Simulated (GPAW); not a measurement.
# Au (Im-3m) in GPAW: single point with PBE

Aim: the single point of Au with PBE.

All numbers are computed with GPAW 26.7.0; they aren't measurements. Logs are shortened: lines on timing, memory, paths and dates and some standing lists are left out, and cuts for length are marked. The log counts tension as positive stress, the text compression.

### Step 1. Starting point

Symmetry: Im-3m, No. 229, cubic system. The conventional cell has a = 3.315 Å, b = 3.315 Å, c = 3.315 Å, α = 90.00°, β = 90.00°, γ = 90.00°. Around Au (site symmetry m-3m) lie 8 Au at 2.87 Å.

This isn't the form of Au at room conditions, which is fcc.

### Step 2. Single point, PBE

Contents of run.py:

```python
from ase import Atoms
from ase.dft.bandgap import bandgap
from ase.io import write
from ase.units import GPa
from gpaw import GPAW, PW

atoms = Atoms(['Au'],
              cell=[[-1.657269, 1.657269, 1.657269],
                    [1.657269, -1.657269, 1.657269],
                    [1.657269, 1.657269, -1.657269]],
              scaled_positions=[[0.0, 0.0, 0.0]],
              pbc=True)

calc = GPAW(mode=PW(500),
            xc='PBE',
            kpts={'size': (9, 9, 9), 'gamma': True},
            occupations={'name': 'fermi-dirac', 'width': 0.05},
            nbands=14,
            maxiter=120,
            txt='gpaw.txt')
atoms.calc = calc
energy = atoms.get_potential_energy()
forces = atoms.get_forces()
stress = atoms.get_stress()
calc.write('gs.gpw')
write('result.traj', atoms)
print(f'Energy: {energy:.6f} eV')
print('Forces (eV/A):')
print(forces.round(4))
print('Stress (GPa):', (stress / GPa).round(3))
print('Fermi level:', round(calc.get_fermi_level(), 4), 'eV')
print(f'Gap: {bandgap(calc)[0]:.4f} eV, direct: {bandgap(calc, direct=True)[0]:.4f} eV')
```

Potentials or basis: GPAW PAW data sets (gpaw-data 1.2.1), pw.

Launch:

```sh
$ OMP_NUM_THREADS=1 python run.py
```

gpaw.txt:

```text
__  _  _
 | _ |_)|_||  |
 |__||  | ||/\| - 26.7.0

Input parameters:
  mode=PW(ecut=500.0),
  kpts=MonkhorstPack(size=(9, 9, 9), gamma=True),
  maxiter=120,
  nbands=14,
  occupations=Occupations(name='fermi-dirac', width=0.05),
  xc=XC(name='PBE')

Diagonalizing LCAO Hamiltonian
Converting LCAO to pw mode

       Au

Atoms  # Å, Bohr magnetons
|   | symbol |        x |        y |        z |    initial magnetic moments |
|---|--------|----------|----------|----------|-----------------------------|
| 0 |     Au | 0.000000 | 0.000000 | 0.000000 | ( 0.0000,  0.0000,  0.0000) |

Unit cell  # Å
| periodic |         x |         y |         z |  lengths |     angles |
|----------|-----------|-----------|-----------|----------|------------|
|      yes | -1.657269 |  1.657269 |  1.657269 | 2.870474 | 109.471221 |
|      yes |  1.657269 | -1.657269 |  1.657269 | 2.870474 | 109.471221 |
|      yes |  1.657269 |  1.657269 | -1.657269 | 2.870474 | 109.471221 |

Number of symmetries: 48
Symmetry operations  # r_c * U_cc + t_c -> r_c
|    | kind |            matrix            |
|----|------|------------------------------|
|  0 |  σ   |  1, 1, 1,  0, 0,-1,  0,-1, 0 |
|  1 |  C4  |  1, 1, 1,  0, 0,-1, -1, 0, 0 |
|  2 |  C2  |  1, 1, 1,  0,-1, 0,  0, 0,-1 |
|  3 |  S6  |  1, 1, 1,  0,-1, 0, -1, 0, 0 |
|  4 |  S6  |  1, 1, 1, -1, 0, 0,  0, 0,-1 |
|  5 |  C4  |  1, 1, 1, -1, 0, 0,  0,-1, 0 |
|  6 |  E   |  1, 0, 0,  0, 1, 0,  0, 0, 1 |
|  7 |  σ   |  1, 0, 0,  0, 1, 0, -1,-1,-1 |
|  8 |  σ   |  1, 0, 0,  0, 0, 1,  0, 1, 0 |
|  9 |  C3  |  1, 0, 0,  0, 0, 1, -1,-1,-1 |
| 10 |  C3  |  1, 0, 0, -1,-1,-1,  0, 1, 0 |
| 11 |  σ   |  1, 0, 0, -1,-1,-1,  0, 0, 1 |
| 12 |  σ   |  0, 1, 0,  1, 0, 0,  0, 0, 1 |
| 13 |  C2  |  0, 1, 0,  1, 0, 0, -1,-1,-1 |
| 14 |  C3  |  0, 1, 0,  0, 0, 1,  1, 0, 0 |
| 15 |  S4  |  0, 1, 0,  0, 0, 1, -1,-1,-1 |
| 16 |  S4  |  0, 1, 0, -1,-1,-1,  1, 0, 0 |
| 17 |  C3  |  0, 1, 0, -1,-1,-1,  0, 0, 1 |
| 18 |  C3  |  0, 0, 1,  1, 0, 0,  0, 1, 0 |
| 19 |  S4  |  0, 0, 1,  1, 0, 0, -1,-1,-1 |
| 20 |  σ   |  0, 0, 1,  0, 1, 0,  1, 0, 0 |
| 21 |  C3  |  0, 0, 1,  0, 1, 0, -1,-1,-1 |
| 22 |  C2  |  0, 0, 1, -1,-1,-1,  1, 0, 0 |
| 23 |  S4  |  0, 0, 1, -1,-1,-1,  0, 1, 0 |
| 24 |  C4  |  0, 0,-1,  1, 1, 1,  0,-1, 0 |
| 25 |  σ   |  0, 0,-1,  1, 1, 1, -1, 0, 0 |
| 26 |  S6  |  0, 0,-1,  0,-1, 0,  1, 1, 1 |
| 27 |  C2  |  0, 0,-1,  0,-1, 0, -1, 0, 0 |
| 28 |  C4  |  0, 0,-1, -1, 0, 0,  1, 1, 1 |
| 29 |  S6  |  0, 0,-1, -1, 0, 0,  0,-1, 0 |
| 30 |  S6  |  0,-1, 0,  1, 1, 1,  0, 0,-1 |
| 31 |  C4  |  0,-1, 0,  1, 1, 1, -1, 0, 0 |
| 32 |  C4  |  0,-1, 0,  0, 0,-1,  1, 1, 1 |
| 33 |  S6  |  0,-1, 0,  0, 0,-1, -1, 0, 0 |
| 34 |  σ   |  0,-1, 0, -1, 0, 0,  1, 1, 1 |
| 35 |  C2  |  0,-1, 0, -1, 0, 0,  0, 0,-1 |
| 36 |  C2  | -1, 0, 0,  1, 1, 1,  0, 0,-1 |
| 37 |  S6  | -1, 0, 0,  1, 1, 1,  0,-1, 0 |
| 38 |  S6  | -1, 0, 0,  0, 0,-1,  1, 1, 1 |
| 39 |  C2  | -1, 0, 0,  0, 0,-1,  0,-1, 0 |
| 40 |  C2  | -1, 0, 0,  0,-1, 0,  1, 1, 1 |
| 41 |  i   | -1, 0, 0,  0,-1, 0,  0, 0,-1 |
| 42 |  S4  | -1,-1,-1,  1, 0, 0,  0, 1, 0 |
| 43 |  C3  | -1,-1,-1,  1, 0, 0,  0, 0, 1 |
| 44 |  C3  | -1,-1,-1,  0, 1, 0,  1, 0, 0 |
| 45 |  σ   | -1,-1,-1,  0, 1, 0,  0, 0, 1 |
| 46 |  S4  | -1,-1,-1,  0, 0, 1,  1, 0, 0 |
| 47 |  C2  | -1,-1,-1,  0, 0, 1,  0, 1, 0 |

BZ-sampling:
  Number of BZ points: 729
  Number of IBZ points: 35

  Monkhorst-Pack size: [9, 9, 9]
  Monkhorst-Pack shift: [0, 0, 0]

K-points  # in reciprocal-cell coordinates
|     |                                coordinates |     weight |
|-----|--------------------------------------------|------------|
|   0 | (  0.00000000,   0.00000000,   0.00000000) | 0.00137174 |
|   1 | (  0.11111111,   0.00000000,   0.00000000) | 0.01646091 |
|   2 | (  0.11111111,   0.11111111,  -0.11111111) | 0.00823045 |
|   3 | (  0.22222222,   0.00000000,  -0.11111111) | 0.03292181 |
|   4 | (  0.22222222,   0.00000000,   0.00000000) | 0.01646091 |
|   5 | (  0.22222222,   0.11111111,  -0.11111111) | 0.03292181 |
|   6 | (  0.22222222,   0.22222222,  -0.22222222) | 0.00823045 |
|   7 | (  0.33333333,  -0.11111111,  -0.11111111) | 0.01097394 |
|   8 | (  0.33333333,   0.00000000,  -0.11111111) | 0.06584362 |
|   9 | (  0.33333333,   0.00000000,   0.00000000) | 0.01646091 |
| ... |                                            |            |
|  34 | (  0.44444444,   0.44444444,   0.44444444) | 0.01097394 |

Plane wave coefficients: 473
Cutoff: 500.0 eV

Spin-components: 1 (collinear spins)
Bands:           14
Projectors:      6
Spin-degeneracy: 2
Datatype:        complex128

Parallelization:
  kpt:    1
  domain: 1
  band:   1

Density:
  Valence electrons: 11.0
  Components: 1
  Grid points: [15 15 15]
  Charge: 0.0  # |e|

Potential:
  Grid points: [15 15 15]

species:
  Au:
    name:    Gold
    Z:       79.0
    valence: 11
    core:    68
    charge:  0.0  # [|e|]
    compensation charges:
      type: gauss
      rc: 0.42  # [Å]
      lmax: 2
    cutoffs:
      filter: 2.33  # [Å]
      core: 2.81  # [Å]
    projectors
    | kind |    occ | energy [eV] | rcut [Å] |
    |------|--------|-------------|----------|
    |   6s |  1.000 |      -5.728 |    1.323 |
    |   6p |  0.000 |      -0.775 |    1.323 |
    |   5d | 10.000 |      -6.891 |    1.323 |
    |    s |        |      21.484 |    1.323 |
    |    p |        |      26.436 |    1.323 |
    |    d |        |      20.321 |    1.323 |

    Using partial waves for Au as LCAO basis

Reference energy: -516598.271109  # eV

eigensolver:
  PPCG
  Converge bands: occupied
  niter=2

density mixing:
  MSR1-Mixer
  Pratt-step length: 0.05
  Maximum mixing coefficient: 0.75
  Old densities: 10
  SVD Regularization: 0.005
  Good broyden scale: 1.0
  Trust region scale: 1.0
  Backstep threshold: 4.0
  History deletion threshold: 6.0
  Fourier metric: weight=20.0, sigma=0.015

occupation numbers:
  Fermi-Dirac:
    width: 0.0500  # eV

poisson solver:
  ecut: 4000.0  # eV

xc functional:
  name: PBE with 2 nearest neighbor stencil

convergence criteria:
- Maximum [total energy] change in last 3 cyles: 0.0005 eV / valence electron
- Maximum integral of absolute [dens]ity change: 0.0001 electrons / valence electron
- Maximum integral of absolute [eigenst]ate change: 4e-08 eV^2 / valence electron
maximum number of iterations: 120

SCF iterations
|iter     | |      energy | eigst |  dens |
|---------|-|-------------|-------|-------|
|iter:   1| |   -3.411619 | -0.48 |       |
|iter:   2| |   -3.351892 | -2.84 | -1.10 |
|iter:   3| |   -3.136944 | -2.23 | -1.15 |
|iter:   4| |   -3.134992 | -4.53 | -2.07 |
|iter:   5| |   -3.134399c| -4.50 | -2.36 |
|iter:   6| |   -3.134397c| -6.73 | -3.82 |
|iter:   7| |   -3.134396c| -7.55c| -4.12c|

Converged in 7 steps
Energy contributions relative to reference atoms: (reference = -516598.271109)

Energy contributions:
  Kinetic:          -9.239488
  Coulomb:           7.455307
  Zero:              0.138181
  External:          0.000000
  Xc:               -1.485813
  Entropy:          -0.005166
  Spinorbit:         0.000000
  ----------------------------
  Free energy:      -3.136979
  Extrapolated:     -3.134396

dipole moment: (-5.653468, -5.653468, -5.653468)  # |e|*Ang

Fermi level: 8.738
Eigenvalues  # (at kpt = [0.000, 0.000, 0.000])
| band index |      eig [eV] | occ [0-2] |
|------------|---------------|-----------|
|          0 |        -0.284 |     2.000 |
|          1 |         4.363 |     2.000 |
|          2 |         4.363 |     2.000 |
|          3 |         4.363 |     2.000 |
|          4 |         6.088 |     2.000 |
|          5 |         6.088 |     2.000 |
|          6 |        26.503 |     0.000 |
|          7 |        26.503 |     0.000 |
|          8 |        26.503 |     0.000 |
|          9 |        32.290 |     0.000 |
|         10 |        32.290 |     0.000 |
|         11 |        32.290 |     0.000 |
|         12 |        33.221 |     0.000 |
|         13 |        33.221 |     0.000 |

No gap
No difference between direct/indirect transitions

Forces  # eV/Ang
|        x |        y |        z |
|----------|----------|----------|
| -0.00000 | -0.00000 | -0.00000 |  # Au   0

Stress tensor  # eV/Ang^3
|         x |         y |         z |
|-----------|-----------|-----------|
| -0.004020 |  0.000000 |  0.000000 |
|  0.000000 | -0.004020 |  0.000000 |
|  0.000000 |  0.000000 | -0.004020 |

# Writing to gs.gpw (mode='')
```

It took 4.9 s on 1 thread of Arm Neoverse V1, shared host; peak memory 0.12 GiB.

Results:

| Item | Value |
| --- | --- |
| Free energy | -3.1370 eV |
| Pressure | 0.6 GPa |
| Band gap on the k mesh | none (metal or under the smearing width) |

Caveat: with this Au data set, volumes or pressures lay over 1.5 % or 2 GPa off other programs in two to four cells of ten; the cutoff is short for stress and forces, so pressures can be off by a GPa or more. Spin-orbit coupling is left out, which matters for the levels of Au.
